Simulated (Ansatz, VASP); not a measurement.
One calculation of Sn, two programs

```xyz
2
Lattice="0.0000 3.2150 3.2150 3.2150 0.0000 3.2150 3.2150 3.2150 0.0000" Properties=species:S:1:pos:R:3 pbc="T T T"
Sn    3.2150    3.2150    3.2150
Sn    4.8225    4.8225    4.8225
```

Alike in both runs: functional LDA; k mesh 14 × 14 × 14; occupations fermi-dirac, width 0.1 eV; no spin polarisation.

Ansatz relaxed the structure, and its values are those at the end. VASP's run is a single point on that final structure, the one shown.

|  | VASP | Ansatz |
| --- | --- | --- |
| version | VASP 6.6.1 | Ansatz 0.2.0 |
| potentials or method | VASP PAW LDA potentials, release 64 (Sn_d) | PAW with Ansatz's default frozen-core files, scalar-relativistic |
| plane-wave cutoff (eV) | 520 | 420 |
| valence electrons in the cell | 28 | 28 |

```tsv
	VASP	Ansatz	Ansatz less VASP
pressure (GPa)	1.0	1.0	-0.03
```
